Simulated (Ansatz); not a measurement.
The system is InSe.

```
CELL_PARAMETERS angstrom
4.05000 0.00000 0.00000
-2.02500 3.50740 0.00000
0.00000 0.00000 16.93000
ATOMIC_POSITIONS crystal
In 0.66667 0.33333 0.84300
In 0.33333 0.66667 0.34300
In 0.66667 0.33333 0.65700
In 0.33333 0.66667 0.15700
Se 0.66667 0.33333 0.39800
Se 0.33333 0.66667 0.89800
Se 0.66667 0.33333 0.10200
Se 0.33333 0.66667 0.60200
```

Base run:

```yaml
Program: Ansatz 0.2.0
Functional: LDA
Potentials_or_basis: Ansatz PAW
Cutoff: 420 eV
Density_cutoff: 1680 eV
k_mesh: 8 × 8 × 2
Occupations: fermi-dirac, width 0.05 eV
Spin: no spin polarisation
```

Its results: band gap on the k mesh none (metal or under the smearing width); pressure 3.4 GPa; largest force 2.604 eV/Å.

After a change of settings the same cell gave: band gap on the k mesh none (metal or under the smearing width); pressure 7.6 GPa; largest force 2.879 eV/Å. Which change was it?
A. functional from LDA to PBEsol
B. functional from LDA to PBE
C. functional from LDA to r2SCAN; cutoff from 420 eV to 500 eV; density cutoff from 1680 eV to 2000 eV

B.

PBE binds less tightly than LDA, so the same cell stands under more pressure.

Caveats: forces of over 1 eV/Å show positions far from the minimum, so gaps and moduli don't describe the material at rest; the PAW data sets come from PBE, with cores solved anew for the run's functional, which leaves a small shift of forces and pressure (some runs); this functional lacks dispersion, which binds the layers, so the pressure and a relaxed spacing across them are unreliable (some runs).

Not every run made on this cell is shown here.
